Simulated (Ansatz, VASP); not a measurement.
## Al in VASP and in Ansatz

File INCAR:

```
SYSTEM = Al
  PREC = Accurate
  ENCUT = 520
  EDIFF = 1E-7
  ISMEAR = -1
  SIGMA = 0.1
  LREAL = .FALSE.
  LASPH = .TRUE.
  NELM = 60
  ALGO = Normal
  ISIF = 2
  LWAVE = .FALSE.
  LCHARG = .FALSE.
  NBANDS = 10
```

The input KPOINTS:

```
regular mesh
0
G
  10 10 10
  0 0 0
```

POSCAR

```
Al
1.0
    0.0000000000      3.0136189231      3.0136189231
    3.0136189231      0.0000000000      3.0136189231
    3.0136189231      3.0136189231      0.0000000000
Al
2
Direct
    0.1250000000      0.1250000000      0.1250000000
    0.8750000000      0.8750000000      0.8750000000
```

Input for Ansatz:

```yaml
crystal:
  lattice:
    - [0.0, 3.0136189231, 3.0136189231]
    - [3.0136189231, 0.0, 3.0136189231]
    - [3.0136189231, 3.0136189231, 0.0]
  atoms:
    - { symbol: Al, position: [0.125, 0.125, 0.125] }
    - { symbol: Al, position: [0.875, 0.875, 0.875] }
hamiltonian:
  xc: lda
  pseudopotentials:
    kind: paw
    azcp:
      Al: "pseudopotentials/Al.paw.azcp"
basis:
  ecutwfc: 420
  fft_grid_basis: typed
kpoints:
  mp_grid: { grid: [10, 10, 10], shift: [0, 0, 0] }
magnetization:
  spin_polarized: false
scf:
  occupations: { method: fermi_dirac, width: 0.1 }
  lower_state_search: "off"
output:
  stress: true
```

Alike in both runs: task single point; functional LDA; k mesh 10 × 10 × 10; occupations fermi-dirac, width 0.1 eV; no spin polarisation.

```csv
,VASP,Ansatz
version,VASP 6.6.1,Ansatz 0.2.0
potentials or method,"VASP PAW LDA potentials, release 64 (Al)","plane waves (420 eV) with PAW, scalar-relativistic"
plane-wave cutoff (eV),520,420
valence electrons in the cell,6,6
```

|  | VASP | Ansatz | Ansatz less VASP |
| --- | --- | --- | --- |
| pressure (GPa) | -1.5 | -1.5 | -0.02 |

Ansatz warned: «pseudo_functional_mismatch».
